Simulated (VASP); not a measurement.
# Co (P-1) in VASP: single point with BLYP

Aim: the single point of Co with BLYP.

Everything below comes from runs of VASP 6.6.1. Logs are shortened: lines on timing, memory, paths and dates and some standing lists are left out, and cuts for length are marked.

## Step 1: The cell of the first run

The typed cell holds 2 atoms: a = 2.488 Å, b = 2.506 Å, c = 4.000 Å, α = 90.34°, β = 90.19°, γ = 121.43°.

## Step 2: Single point, BLYP, collinear spin, twin_end start (cell strained at random at fixed volume)

INCAR

```
PREC = Accurate ; ENCUT = 520
EDIFF = 1E-6 ; ISMEAR = -1
SIGMA = 0.05 ; LREAL = F
LASPH = T ; NELM = 150
ALGO = Normal ; ISIF = 2
LWAVE = F ; LCHARG = T
ISPIN = 2 ; MAGMOM = 1.75 1.75
LORBIT = 11 ; LMAXMIX = 4
GGA = B5 ; ALDAX = 1.0
AGGAX = 1.0 ; AGGAC = 1.0
ALDAC = 0.0 ; LELF = T
LVHAR = T ; NBANDS = 20
```

KPOINTS

```
regular mesh
0
Gamma
  9 9 5
```

POSCAR

```
Co
1.0
    2.4876980000     -0.0365110000     -0.0042410000
   -1.2754680000      2.1571660000     -0.0074570000
   -0.0068990000     -0.0179890000      4.0002880000
Co
2
Direct
    0.6666666667      0.3333333333      0.7500000000
    0.3333333333      0.6666666667      0.2500000000
```

Potentials or basis: VASP PAW PBE potentials, release 64 (Co).

Run with:

```console
cat potpaw_PBE.64/Co/POTCAR > POTCAR
mpirun -np 1 vasp_std > vasp.out
```

OUTCAR:

```text
PREC = Accurate
   ENCUT = 520
   EDIFF = 1E-6
   ISMEAR = -1
   LREAL = F
   LASPH = T
   NELM = 150
   ISIF = 2
   ISPIN = 2
   LORBIT = 11
   GGA = B5

 ion  position               nearest neighbor table
   1  0.667  0.333  0.750-   2 2.44   2 2.45   2 2.46   2 2.47   2 2.47   2 2.47
   2  0.333  0.667  0.250-   1 2.44   1 2.45   1 2.46   1 2.47   1 2.47   1 2.47

  LATTYP: Found a triclinic cell.
 ALAT       =     2.4427067047
 B/A-ratio  =     1.0185297827
 C/A-ratio  =     1.6376646401
 COS(alpha) =     0.0033630090
 COS(beta)  =     0.0095487525
 COS(gamma) =     0.4834788339

  Lattice vectors:

 A1 = (   1.2122300000,   2.1206550000,  -0.0116980000)
 A2 = (   2.4876980000,  -0.0365110000,  -0.0042410000)
 A3 = (   0.0068990000,   0.0179890000,  -4.0002880000)

Analysis of symmetry for initial positions (statically):
=====================================================================
 Subroutine PRICEL returns:
 Original cell was already a primitive cell.

 Routine SETGRP: Setting up the symmetry group for a
 triclinic supercell.

 Subroutine GETGRP returns: Found  2 space group operations
 (whereof  2 operations were pure point group operations)
 out of a pool of  2 trial point group operations.

The static configuration has the point symmetry S_2 .

Analysis of symmetry for dynamics (positions and initial velocities):
=====================================================================
 Subroutine PRICEL returns:
 Original cell was already a primitive cell.

 Routine SETGRP: Setting up the symmetry group for a
 triclinic supercell.

 Subroutine GETGRP returns: Found  2 space group operations
 (whereof  2 operations were pure point group operations)
 out of a pool of  2 trial point group operations.

The dynamic configuration has the point symmetry S_2 .

Analysis of structural, dynamic, and magnetic symmetry:
=====================================================================
 Subroutine PRICEL returns:
 Original cell was already a primitive cell.

 Routine SETGRP: Setting up the symmetry group for a
 triclinic supercell.

 Subroutine GETGRP returns: Found  2 space group operations
 (whereof  2 operations were pure point group operations)
 out of a pool of  2 trial point group operations.

The overall configuration has the point symmetry S_2 .

 Subroutine INISYM returns: Found  2 space group operations
 (whereof  2 operations are pure point group operations),
 and found     1 'primitive' translations

----------------------------------------------------------------------------------------

                                     Primitive cell

  volume of cell :      21.2803

  direct lattice vectors                    reciprocal lattice vectors
     2.487698000 -0.036511000 -0.004241000     0.405500042  0.239766241  0.001777547
    -1.275468000  2.157166000 -0.007457000     0.006866961  0.467638726  0.002114780
    -0.006899000 -0.017989000  4.000288000     0.000442701  0.001125927  0.249987828

  length of vectors
     2.487969529  2.506040578  4.000334396     0.471085230  0.467693923  0.249990756

  position of ions in fractional coordinates (direct lattice)
     0.666666667  0.333333333  0.750000000
     0.333333333  0.666666667  0.250000000

  ion indices of the primitive-cell ions
   primitive index   ion index
                 1           1
                 2           2

----------------------------------------------------------------------------------------

 KPOINTS: regular mesh

Automatic generation of k-mesh.
 Grid dimensions read from file:
 generate k-points for:    9    9    5

 Generating k-lattice:

  Cartesian coordinates                     Fractional coordinates (reciprocal lattice)
     0.045055560  0.026640693  0.000197505     0.111111111  0.000000000  0.000000000
     0.000762996  0.051959858  0.000234976    -0.000000000  0.111111111 -0.000000000
     0.000088540  0.000225185  0.049997566    -0.000000000 -0.000000000  0.200000000

  Length of vectors
     0.052342803  0.051965991  0.049998151

  Shift w.r.t. Gamma in fractional coordinates (k-lattice)
     0.000000000  0.000000000  0.000000000

 Subroutine IBZKPT returns following result:
 ===========================================

 Found    203 irreducible k-points:

 Following reciprocal coordinates:
            Coordinates               Weight
  0.000000  0.000000  0.000000      1.000000
  0.111111 -0.000000 -0.000000      2.000000
  0.222222 -0.000000 -0.000000      2.000000
  0.333333 -0.000000  0.000000      2.000000
  0.444444 -0.000000 -0.000000      2.000000
  0.000000  0.111111  0.000000      2.000000
[... 16 lines left out ...]
 -0.111111  0.222222  0.000000      2.000000
 -0.000000  0.333333  0.000000      2.000000
 [... further k-points ...]
   k-points           NKPTS =    203   k-points in BZ     NKDIM =    203   number of bands    NBANDS=     20
   number of dos      NEDOS =    301   number of ions     NIONS =      2
   total plane-waves  NPLWV =  12000
   dimension x,y,z NGX =    20 NGY =   20 NGZ =   30
   dimension x,y,z NGXF=    40 NGYF=   40 NGZF=   60
   ions per type =               2
   NGX,Y,Z   is equivalent  to a cutoff of  13.36, 13.27, 12.47 a.u.
   NGXF,Y,Z  is equivalent  to a cutoff of  26.73, 26.54, 24.93 a.u.
 SYSTEM =  unknown system
   PREC   = accura    normal or accurate (medium, high low for compatibility)
   ISTART =      0    job   : 0-new  1-cont  2-samecut
   ICHARG =      2    charge: 1-file 2-atom 10-const
   ISPIN  =      2    spin polarized calculation?
   LNONCOLLINEAR =      F non collinear calculations
   LSORBIT =      F    spin-orbit coupling
   LASPH  =      T    aspherical Exc in radial PAW
   ENCUT  =  520.0 eV  38.22 Ry    6.18 a.u.   4.63  4.66  7.44*2*pi/ulx,y,z
   NELM   =    150;   NELMIN=  2; NELMDL= -5     # of ELM steps
   EDIFF  = 0.1E-05   stopping-criterion for ELM
   LREAL  =      F    real-space projection
   EDIFFG = 0.1E-04   stopping-criterion for IOM
   NSW    =      0    number of steps for IOM
   IBRION =     -1    ionic relax: 0-MD 1-quasi-New 2-CG
   NFREE  =      0    steps in history (QN), initial steepest desc. (CG)
   ISIF   =      2    stress and relaxation
   ISYM   =      2    0-nonsym 1-usesym 2-fastsym
   POTIM  = 0.5000    time-step for ionic-motion
   TEBEG  =    0.0;   TEEND  =   0.0 temperature during run
   PSTRESS=    0.0 pullay stress
   NELECT =      18.0000    total number of electrons
   NUPDOWN=      -1.0000    fix difference up-down
   EMIN   =  10.00;   EMAX   =-10.00  energy-range for DOS
   EFERMI =   0.00;   METHOD = LEGACY
   ISMEAR =    -1;   SIGMA  =   0.05  broadening in eV -4-tet -1-fermi 0-gaus
   EFERMI_NEDOS =   21; number of points for ismear=-14 and -15
   IALGO  =     38    algorithm
   IMIX   =      4    mixing-type and parameters
     AMIX     =   0.40;   BMIX     =  1.00
     AMIX_MAG =   1.60;   BMIX_MAG =  1.00
  volume/ion in A,a.u.               =      10.64        71.80
  Fermi-wavevector in a.u.,A,eV,Ry     =   1.548246  2.925761 32.614055  2.397065
  Thomas-Fermi vector in A             =   2.653224
   LORBIT       =     11    0 simple, 1 ext, 2 COOP (PROOUT), +10 PAW based schemes
   GGA     = B5    functional components
   LHFCALC =     F    Hartree Fock is set to
   AEXX    =    0.0000 exact exchange contribution
   IVDW    =     0    specifies the selected vdW correction
   LEPSILON=     F    determine dielectric tensor
   LRPA    =     F    only Hartree local field effects (RPA)
 spin polarized calculation
  energy-cutoff  :      520.00
  volume of cell :       21.28
 maximum number of plane-waves:       586
   NGX =  9   NGY =  9   NGZ = 15

 number of electron      17.9999993 magnetization       3.0318341

 Free energy of the ion-electron system (eV)
  ---------------------------------------------------
  ext. energy  EPLUGINS =         0.00000000
  ---------------------------------------------------
  free energy    TOTEN  =       -12.07351752 eV

  energy without entropy =      -12.05584698  energy(sigma->0) =      -12.06468225

 E-fermi :  11.0085     XC(G=0): -12.9131

 val. band max:       11.0078558218   @ k =  -0.2222   0.1111  -0.0000
 cond. band min:      11.0095422093   @ k =   0.1111  -0.1111   0.2000
 fundamental gap:      0.0016863875
 Fermi energy:        11.0085406646

 spin component 1

 k-point     1 :       0.0000    0.0000    0.0000
  band No.  band energies     occupation
      1       2.1543      1.00000
      2       5.8746      1.00000
      3       8.3161      1.00000
      4       8.4439      1.00000
      5       8.6070      1.00000
      6       8.6627      1.00000
[... 12 lines left out ...]
     19      37.2199      0.00000
     20      37.8470      0.00000

 k-point     2 :       0.1111   -0.0000   -0.0000
  band No.  band energies     occupation
      1       2.6004      1.00000
      2       6.1383      1.00000
      3       8.1758      1.00000
      4       8.5705      1.00000
      5       8.7218      1.00000
      6       8.7854      1.00000
[... 12 lines left out ...]
     19      37.9977      0.00000
     20      40.5238      0.00000
[... 465 lines left out ...]
      3       7.7595      1.00000
      4       8.1065      1.00000
      5       8.5014      1.00000
      6       8.6934      1.00000
[... 12 lines left out ...]
     19      36.2278      0.00000
     20      39.2982      0.00000

 k-point    24 :      -0.0000    0.3333    0.0000
  band No.  band energies     occupation
      1       5.3521      1.00000
      2       6.6007      1.00000
      3       6.9954      1.00000
      4       7.9490      1.00000
      5       8.4302      1.00000
      6       8.6197      1.00000
[... 12 lines left out ...]
     19      34.8402      0.00000
     20      37.7180      0.00000

 [... further k-points ...]

 spin component 2

 k-point     1 :       0.0000    0.0000    0.0000
  band No.  band energies     occupation
      1       2.1786      1.00000
      2       6.7511      1.00000
      3       9.7755      1.00000
      4       9.9378      1.00000
      5      10.1454      1.00000
      6      10.1763      1.00000
[... 12 lines left out ...]
     19      37.4466      0.00000
     20      38.1506      0.00000

 k-point     2 :       0.1111   -0.0000   -0.0000
  band No.  band energies     occupation
      1       2.6271      1.00000
      2       7.0500      1.00000
      3       9.6245      1.00000
      4       9.9731      1.00000
      5      10.0609      1.00000
      6      10.2521      1.00000
[... 12 lines left out ...]
     19      37.9264      0.00000
     20      40.8159      0.00000
[... 465 lines left out ...]
      3       9.1052      1.00000
      4       9.1703      1.00000
      5       9.9495      1.00000
      6      10.2374      1.00000
[... 12 lines left out ...]
     19      36.3396      0.00000
     20      39.7015      0.00000

 k-point    24 :      -0.0000    0.3333    0.0000
  band No.  band energies     occupation
      1       5.5811      1.00000
      2       7.7597      1.00000
      3       8.1110      1.00000
      4       9.0107      1.00000
      5       9.9574      1.00000
      6      10.0362      1.00000
[... 12 lines left out ...]
     19      34.7445      0.00000
     20      38.0485      0.00000

 [... further k-points ...]

------------------------ aborting loop because EDIFF is reached ----------------------------------------

  FORCE on cell =-STRESS in cart. coord.  units (eV):
  Direction    XX          YY          ZZ          XY          YZ          ZX
  --------------------------------------------------------------------------------------
  -------------------------------------------------------------------------------------
  Total        1.5789315      1.8473444      1.7762560      0.4605847      0.1152217      0.0437251
  in kB      118.8766922    139.0853123    133.7331176     34.6771084      8.6749623      3.2920327
  external PRESSURE =     130.5650407 kB  Pullay stress =       0.0000000 kB

 VOLUME and BASIS-vectors are now :
 -----------------------------------------------------------------------------
  energy-cutoff  :      520.00
  volume of cell :       21.28
      direct lattice vectors                 reciprocal lattice vectors
     2.487698000 -0.036511000 -0.004241000     0.405500042  0.239766241  0.001777547
    -1.275468000  2.157166000 -0.007457000     0.006866961  0.467638726  0.002114780
    -0.006899000 -0.017989000  4.000288000     0.000442701  0.001125927  0.249987828

 POSITION                                       TOTAL-FORCE (eV/Angst)
 -----------------------------------------------------------------------------------
      1.22814      0.68122      2.99490        -0.086753      0.017812     -0.000612
     -0.02280      1.42144      0.99369         0.086753     -0.017812      0.000612
 -----------------------------------------------------------------------------------
    total drift:                                0.000000     -0.000000      0.000000

  FREE ENERGIE OF THE ION-ELECTRON SYSTEM (eV)
  ---------------------------------------------------
  free  energy   TOTEN  =       -12.0735175212 eV

  energy  without entropy=      -12.0558469804  energy(sigma->0) =      -12.06468225

 total charge

# of ion       s       p       d       tot
------------------------------------------
    1        0.491   0.517   7.333   8.341
    2        0.491   0.517   7.333   8.341
--------------------------------------------------
tot          0.982   1.034  14.666  16.682

 magnetization (x)

# of ion       s       p       d       tot
------------------------------------------
    1       -0.017  -0.053   1.600   1.530
    2       -0.017  -0.053   1.600   1.530
--------------------------------------------------
tot         -0.033  -0.107   3.200   3.060
```

Wall time 87 s (1 thread of AMD EPYC 9R45 (Zen 5), shared host); peak memory 0.2 GiB.

What came out:

```yaml
Free_energy: -12.0735 eV
Pressure: 13.1 GPa
Largest_force: 0.089 eV/Å
Band_gap_on_the_k_mesh: none (metal or under the smearing width)
Net_moment: 3.03 μB per cell
Site_moments: Co +1.53 μB
Valence_electrons_inside_the_program's_atomic_spheres: Co 8.34
```

Forces on the atoms (eV/Å):
```
Co  -0.087  0.018 -0.001
Co   0.087 -0.018  0.001
```

Levels at points of the mesh, in eV from the Fermi level:
Spin up:
| k point | band 6 | band 7 | band 8 | band 9 | band 10 | band 11 | band 12 | band 13 | band 14 | band 15 |
| --- | --- | --- | --- | --- | --- | --- | --- | --- | --- | --- |
| (0.00, 0.00, 0.00) | -2.35 | -2.10 | -1.91 | -1.85 | -0.75 | -0.70 | 0.17 | 6.66 | 22.33 | 24.54 |
Spin down:
```tsv
k point	band 5	band 6	band 7	band 8	band 9	band 10
(0.00, 0.00, 0.00)	-0.86	-0.83	-0.51	-0.29	-0.20	0.16
```

Caveat: the PAW data sets were made with another functional, which shifts forces and pressure a little.
